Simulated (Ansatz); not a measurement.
Step by step: RbBr, relaxation of cell and atoms

Level of theory: DFT, PBE, PAW with Ansatz's default frozen-core files, scalar-relativistic (Ansatz 0.2.0).

Command: `ansatz run input.yaml --threads 1 --pin off --max-ram 2048MiB --backend cpu --events-out ev --progress --plain --runs-dir out` The run took about 9.6 s on 1 thread of a shared machine.

```yaml
crystal:
  lattice:
    - [0.0, 3.0871072875, 3.0871072875]
    - [3.0871072875, 0.0, 3.0871072875]
    - [3.0871072875, 3.0871072875, 0.0]
  atoms:
    - { symbol: Rb, position: [0.0, 0.0, 0.0] }
    - { symbol: Br, position: [0.5, 0.5, 0.5] }
kpoints:
  mp_grid: { grid: [9, 9, 9] }
scf:
  occupations: { method: fermi_dirac, width: 0.05 }
hamiltonian:
  xc: pbe
  pseudopotentials: { kind: paw }
output:
  forces: true
  stress: true
relax:
  f_tol: 0.005
  max_steps: 80
  cell: {}
```

The cell is built from the rocksalt type as a first guess.

The cutoff is 420 eV; energies and pressures of the walk include the program's estimate of the Pulay term.

Each frame lists the cell vectors (Å), then Cartesian positions (Å); symmetry keeps all forces zero. Free energies count from the first step, -6053.3729 eV.

The walk took 8 evaluations in all; steps that aren't listed are left out.

Step 1: E = 0.0 meV, P = 11.88 GPa

```
cell 0.0000 3.0871 3.0871 3.0871 0.0000 3.0871 3.0871 3.0871 0.0000
Rb    0.0000    0.0000    0.0000
Br    3.0871    3.0871    3.0871
```

Step 2: E = -460.0 meV, P = 5.22 GPa

```
cell 0.0000 3.2376 3.2376 3.2376 0.0000 3.2376 3.2376 3.2376 0.0000
Rb    0.0000    0.0000    0.0000
Br    3.2376    3.2376    3.2376
```

Step 3:

```
cell 0.0000 3.3785 3.3785 3.3785 0.0000 3.3785 3.3785 3.3785 0.0000
Rb    0.0000    0.0000    0.0000
Br    3.3785    3.3785    3.3785
```

Step 4: E = -688.6 meV, P = 0.48 GPa

```
cell 0.0000 3.4598 3.4598 3.4598 0.0000 3.4598 3.4598 3.4598 0.0000
Rb    0.0000    0.0000    0.0000
Br    3.4598    3.4598    3.4598
```

Step 5: E = -692.4 meV, P = -0.03 GPa

```
cell 0.0000 3.5003 3.5003 3.5003 0.0000 3.5003 3.5003 3.5003 0.0000
Rb    0.0000    0.0000    0.0000
Br    3.5003    3.5003    3.5003
```

Step 6: E = -697.5 meV, P = 0.09 GPa (the cell of the step before, solved again on a basis chosen afresh, hence the jump)

Question: Give the energy, pressure of step 3.

Answer: E = -650.4 meV, P = 1.76 GPa
```
Rb    0.0000    0.0000    0.0000
Br    3.3785    3.3785    3.3785
```

Question: How does the relaxation end?

Answer: It converges, with a = 7.015 Å, b = 7.015 Å, c = 7.015 Å, α = 90.00°, β = 90.00°, γ = 90.00° (conventional cell, space group Fm-3m). The last solve (on a basis chosen afresh for the final cell, so its energy is not quite comparable) gives E = -697.7 meV, P = 0.01 GPa:
```
cell 0.0000 3.5076 3.5076 3.5076 0.0000 3.5076 3.5076 3.5076 0.0000
Rb    0.0000    0.0000    0.0000
Br    3.5076    3.5076    3.5076
```
